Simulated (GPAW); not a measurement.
ZrN in GPAW: convergence with grid spacing (A)

ZrN:

```
Zr N
1.0
     0.00000    2.30000    2.30000
     2.30000    0.00000    2.30000
     2.30000    2.30000    0.00000
Zr N
1 1
Cartesian
  2.3000 2.3000 2.3000
  0.0000 0.0000 0.0000
```

```yaml
Program: GPAW 26.7.0
Task: convergence study
Functional: PBE
Potentials_or_basis: GPAW PAW data sets (gpaw-data 1.2.1)
Basis: fd
Grid_spacing: 0.26 Å
k_mesh: 10 × 10 × 10
Occupations: fermi-dirac, width 0.05 eV
Spin: no spin polarisation
```

These are the settings of the first run; the series varies grid spacing (A), with any setting tied to it.

Hardware: 1 thread of Arm Neoverse V2 (shared host).

```tsv
grid spacing (A)	energy less the tightest run, at zero smearing (meV/atom)	SCF cycles	CPU time (s)	peak memory (GiB)
0.26	-142.04	10	17	0.18
0.23	-142.04	10	17	0.18
0.2	-142.04	10	17	0.18
0.18	-18.48	10	36	0.27
0.16	-18.48	10	36	0.27
0.14	-3.25	10	64	0.41
0.12	0.00	10	110	0.63
```

Not settled before the last step: the energy (to 1 meV/atom). The tightest run that finished is the yardstick and may itself not be fully converged.
